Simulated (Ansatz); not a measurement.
The following input was run with Ansatz 0.2.0.

```yaml
crystal:
  lattice:
    - [4.0374904204, 0.0, 0.0]
    - [0.0, 4.0374904204, 0.0]
    - [0.0, 0.0, 4.0374904204]
  atoms:
    - { symbol: Rb, position: [0.0, 0.0, 0.0] }
    - { symbol: Br, position: [0.5, 0.5, 0.5] }
basis:
  ecutwfc: 420
kpoints:
  mp_grid: { grid: [6, 6, 6] }
hamiltonian:
  xc: lda
scf:
  occupations: { method: gaussian, width: 0.02 }
output:
  forces: true
  stress: true
  eigenvalues: true
  populations: true
```

It can be run as
```bash
ansatz run input.yaml --threads 1 --pin off --backend cpu --events-out ev --progress --plain --runs-dir out  # memory cap (--max-ram) not shown
```

Level of theory: DFT LDA, scalar-relativistic, plane waves, PAW in Ansatz.

Abridged output:

```
Pseudopotentials: kind: paw
Pseudopotential: Rb, paw, valence charge 9, recommended cutoff 420 eV (normal)
Pseudopotential: Br, paw, valence charge 7, recommended cutoff 420 eV (normal)
Functional definition: SPW92
Crystal: 2 atoms, lattice volume = 65.816 Å³
Basis set: ecut = 420 eV, 1309 PW (Γ)
Bands: 12, of which v1, the nominal top of the filled ones, is band 8 counted from 1 (7 counted from 0)
Symmetry: 48 space group operations
Space group: Pm-3m (ITA 221), of the structure as read, at distance tolerance 4.0e-5 Å
k-points: 20 of 216
Initial density: superposition of atomic densities (neutral atoms: chi_scale 0, normalization atom), corrected by the library's trained network
Initial wavefunctions: pseudopotential atomic-orbital guess
Functional: x = slater, c = lda
SCF iter   1: F=—  HF=-5868.117532 eV  |F-HF|=—  |Δ(HF+E_count)|=         —  Δρ=4.46e-3  dr2=8.68e-3  ethr=1.77e-3  ⟨swp⟩=8.3  Hψ=1722  notcnv=0
SCF iter   2: F=—  HF=-5868.115975 eV  |F-HF|=—  |Δ(HF+E_count)|=   1.56e-3  Δρ=2.18e-3  dr2=1.62e-3  ethr=5.43e-5  ⟨swp⟩=2.6  Hψ=559  notcnv=0
SCF iter   3: F=—  HF=-5868.115759 eV  |F-HF|=—  |Δ(HF+E_count)|=   2.16e-4  Δρ=2.98e-4  dr2=7.71e-5  ethr=1.02e-5  ⟨swp⟩=1.2  Hψ=244  notcnv=0
SCF iter   4: F=—  HF=-5868.115739 eV  |F-HF|=—  |Δ(HF+E_count)|=   1.94e-5  Δρ=4.10e-5  dr2=9.01e-7  ethr=4.82e-7  ⟨swp⟩=2.1  Hψ=367  notcnv=0
SCF iter   5: F=—  HF=-5868.115739 eV  |F-HF|=—  |Δ(HF+E_count)|=   5.90e-8  Δρ=1.08e-5  dr2=1.20e-7  ethr=5.63e-9  ⟨swp⟩=2.0  Hψ=397  notcnv=0
SCF iter   6: F=-5868.115739 eV  HF=-5868.115739 eV  |F-HF|=9.68e-9  |Δ(HF+E_count)|=   3.38e-8  Δρ=3.61e-6  dr2=1.30e-8  ethr=6.25e-10  ⟨swp⟩=6.1  Hψ=1193  notcnv=0
SCF 1 converged in 6 iterations: F = -5868.115739 eV  dr2 = 1.30e-8
SCF converged after 6 iterations
Free energy (F): -5868.115739 eV
Harris-Foulkes:  -5868.115739 eV  (|F-HF|=9.68e-9)
Internal energy: -5868.115739 eV  (E = F + TS)
E sigma→0 (E₀):  -5868.115739 eV
Fermi energy:    4.954270 eV
--- Per-component energies (eV) ---
  E_band       = -86.506727
  E_kinetic    = 327.877762
  E_local      = -695.125210  (includes V_loc(G=0)·N_el)
  E_nonlocal   = 249.062375
  E_hartree    = 163.152023
  E_xc         = -391.388687
  E_vxc        = -242.656779  (∫ρ·V_xc dr)
  E_paw        = -4684.239515  (= ΣΔE_a)
  E_vpaw       = -51.969514  (= ΣTr[D̂ρ^β])
  E_aug_tail   = -0.000001  (compensation charges beyond the density's cutoff)
  E_ewald      = -837.932257
  E_core_change = 0.477770  (= ΣΔE_core)
  E_smearing   =  0.000000  (= −TS)
--- Forces (eV/Å), atoms counted from 1 ---
  atom   1  Rb     0.00000000     0.00000000     0.00000000
  atom   2  Br     0.00000000     0.00000000     0.00000000
--- Stress (GPa, compression-positive) ---
       -1.040972       0.000000       0.000000
        0.000000      -1.040972       0.000000
        0.000000       0.000000      -1.040972
  P = ⅓ Tr σ = -1.0410 GPa (-10.410 kbar)
--- Band table (eV; the first three rows and the last of 20) ---
  k-point 0: bands = ["-21.9415", "-9.8021", "-5.9056", "-5.9056", "-5.9056", "2.8447", "2.8447", "2.8447", "6.9061", "8.2347", "8.2347", "13.0027"]
  k-point 1: bands = ["-21.9344", "-9.8022", "-5.9514", "-5.8895", "-5.8895", "2.2503", "2.8173", "2.8173", "7.6311", "8.4549", "8.9168", "12.8497"]
  k-point 2: bands = ["-21.9201", "-9.8057", "-6.0293", "-5.8570", "-5.8570", "1.3799", "2.7599", "2.7599", "9.0434", "9.0690", "10.2929", "12.4859"]
  k-point 19: bands = ["-21.8625", "-9.4454", "-6.1908", "-6.1908", "-6.1908", "1.4499", "1.4499", "1.4499", "11.1892", "11.1892", "11.1892", "12.5090"]
--- Löwdin populations: 2 sites ---
  site symbol q [e]
     0     Rb      8.2945
     1     Br      7.6312
  spilling = 0.004644 (of n_electrons = 16.000000)
```

Self-consistency was reached.